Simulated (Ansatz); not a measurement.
# SiO2: the cost of one run

Computed with Ansatz 0.2.0 (DFT r2SCAN, scalar-relativistic, plane waves, PAW, unless a step's input says otherwise).

1 further run of the same task is left out (set aside as unsound or not needed). Runs told in other sessions of the task aren't counted.

## (1) The system as given

The structure is hexagonal, space group P6_422 (No. 181). The conventional cell has a = 5.060 Å, b = 5.060 Å, c = 5.541 Å, α = 90.00°, β = 90.00°, γ = 120.00°. Si (site symmetry 222) has 4 O at 1.61 Å in its first shell of neighbours. O (site symmetry 2) has 2 Si at 1.61 Å in its first shell of neighbours.

Structure file:

```
CELL_PARAMETERS angstrom
5.05968 0.00000 0.00000
-2.52984 4.38181 0.00000
0.00000 0.00000 5.54109
ATOMIC_POSITIONS crystal
Si 0.00000 0.50000 0.33333
Si 0.50000 0.50000 0.66667
Si 0.50000 0.00000 0.00000
O 0.58350 0.79175 0.83333
O 0.79175 0.58350 0.50000
O 0.79175 0.20825 0.16667
O 0.41650 0.20825 0.83333
O 0.20825 0.41650 0.50000
O 0.20825 0.79175 0.16667
```

It goes back to an entry of the Materials Project, which need not be the stable form.

It is the result of an earlier relaxation at this level (volume 13.65 Å³/atom; gap on the mesh: 6.30 eV).

## (2) The cell scaled to 0.97 of its volume

Input file input.yaml:

```yaml
crystal:
  lattice:
    - [5.008566512, 0.0, 0.0]
    - [-2.504283256, 4.3375458359, 0.0]
    - [0.0, 0.0, 5.4851112425]
  atoms:
    - { symbol: Si, position: [0.0, 0.5, 0.3333333333] }
    - { symbol: Si, position: [0.5, 0.5, 0.6666666667] }
    - { symbol: Si, position: [0.5, 0.0, 0.0] }
    - { symbol: O, position: [0.5834989518, 0.7917494759, 0.8333333333] }
    - { symbol: O, position: [0.7917494759, 0.5834989518, 0.5] }
    - { symbol: O, position: [0.7917494759, 0.2082505241, 0.1666666667] }
    - { symbol: O, position: [0.4165010482, 0.2082505241, 0.8333333333] }
    - { symbol: O, position: [0.2082505241, 0.4165010482, 0.5] }
    - { symbol: O, position: [0.2082505241, 0.7917494759, 0.1666666667] }
basis:
  ecutwfc: 500
kpoints:
  mp_grid: { grid: [6, 6, 4] }
hamiltonian:
  xc: r2scan
scf:
  occupations: { method: gaussian, width: 0.02 }
output:
  forces: true
  stress: true
  eigenvalues: true
relax:
  adjacent_minimum: "off"
  f_tol: 0.01
  max_steps: 30
  cell: { stress_tol: 0.1, fix: [volume] }
```

The run is started by

```bash
$ ansatz run input.yaml --threads 2 --pin off --max-ram 5120MiB --backend cpu --events-out ev --progress --plain --runs-dir out
```

**Question.** How long does this run take on 2 threads of Intel Xeon Platinum 8259CL at 2.50GHz (Skylake/Cascade Lake), shared host, and how much memory does it need?

About 30 s, with a peak of 0.71 GiB.
